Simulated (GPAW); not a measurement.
Runs of GPAW 26.7.0 on V. The structure is cubic, space group Im-3m (No. 229). The conventional cell has a = 3.029 Å, b = 3.029 Å, c = 3.029 Å, α = 90.00°, β = 90.00°, γ = 90.00°. V (site symmetry m-3m) is surrounded by 8 V at 2.62 Å. 

| task | level | potentials or basis | cell | k mesh | smearing | eigensolver | band path | band points | optimizer | fmax | gap on the mesh (eV) | pressure (GPa) | moment (μB) |
| --- | --- | --- | --- | --- | --- | --- | --- | --- | --- | --- | --- | --- | --- |
| single point | RPBE | the program's PAW data sets (release 1.2.1) made for this functional, pw | as given | 12 × 12 × 12 | gaussian 0.1 eV | - | - | - | - | - | none | 0.3 | 0.00 |
| band structure | BLYP | PAW data sets generated in the run's folder for this functional, pw | as given | 10 × 10 × 10 | fermi-dirac 0.05 eV | davidson | GHNGPH,PN | 60 | - | - | - | 0.4 | 0.00 |
| relaxation of cell and atoms | BLYP+D3(BJ) | PAW data sets generated in the run's folder for this functional, pw | relaxed | 12 × 12 × 12 | fermi-dirac 0.05 eV | davidson | - | - | BFGS | 0.01 eV/Å | none | -0.1 | 0.00 |
| band structure | r4SCAN | GPAW PAW data sets (gpaw-data 1.2.1), pw | as given | 10 × 10 × 10 | fermi-dirac 0.05 eV | - | GHNGPH,PN | 60 | - | - | - | (b) | 0.00 |
| single point | PBE | GPAW PAW data sets (gpaw-data 1.2.1), pw | as given | 12 × 12 × 12 | gaussian 0.028 eV | - | - | - | - | - | none | (a) | 0.11 |

Alike in all rows: spin collinear, ferromagnetic start; cutoff (eV) 600.

Fill in the values left out.

(a) -4.2; (b) -6.9.

Caveats: each step starts from the last one's moments, so a moment once lost doesn't come back (some runs); later steps reuse the first step's grids (some runs); pairwise dispersion overbinds metals, which lowers pressure and volume (some runs); the PAW data sets were made with another functional, which shifts forces and pressure a little (some runs).

A k mesh can miss the band edges.

A gap of «none» marks a metal or a gap under the smearing width.

Not every run made on this cell is shown here.
